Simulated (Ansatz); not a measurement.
# Li: do energies and stresses tell the same story?

The calculation used DFT PBE, scalar-relativistic, plane waves, PAW in Ansatz 0.2.0.

Settings: cutoff 420 eV, Γ-centred mesh 16×16×16 on the computed 1-atom cell, Gaussian smearing of 0.10 eV; no spin polarisation.

Relaxed cell: Im-3m, a = 3.432 Å, b = 3.432 Å, c = 3.432 Å, α = 90.00°, β = 90.00°, γ = 90.00°, 1 atom in the primitive cell.

Energies at zero smearing and pressures from the stress tensor, at volumes with shape and atoms relaxed:
| V (Å³/atom) | E − E(first) (meV/atom) | P (GPa) |
| --- | --- | --- |
| 18.993 | 0.00 | 1.007 |
| 19.599 | -2.82 | 0.493 |
| 20.205 | -3.81 | 0.042 |
| 20.811 | -3.20 | -0.354 |
| 21.418 | -1.19 | -0.701 |

Question: Check P = −dE/dV between neighbouring volumes, and get the bulk modulus from the pressures alone.

Answer: With 1 eV/Å³ = 160.2 GPa:
```tsv
middle V (Å³/atom)	−ΔE/ΔV (GPa)	mean P (GPa)
19.296	0.744	0.750
19.902	0.263	0.267
20.508	-0.160	-0.156
21.115	-0.531	-0.527
```

The two differ by 0.005 GPa at most. The mean of two end pressures misses the average over a step by about ΔV² P″/12, up to 0.006 GPa here; with that taken off 0.000 GPa remains. Around V = 20.205 Å³/atom, the two neighbours give B = −V ΔP/ΔV = 20.205 × 0.846 / 1.212 = 14.1 GPa, against B0 = 13.9 GPa from the Birch–Murnaghan fit of the energies.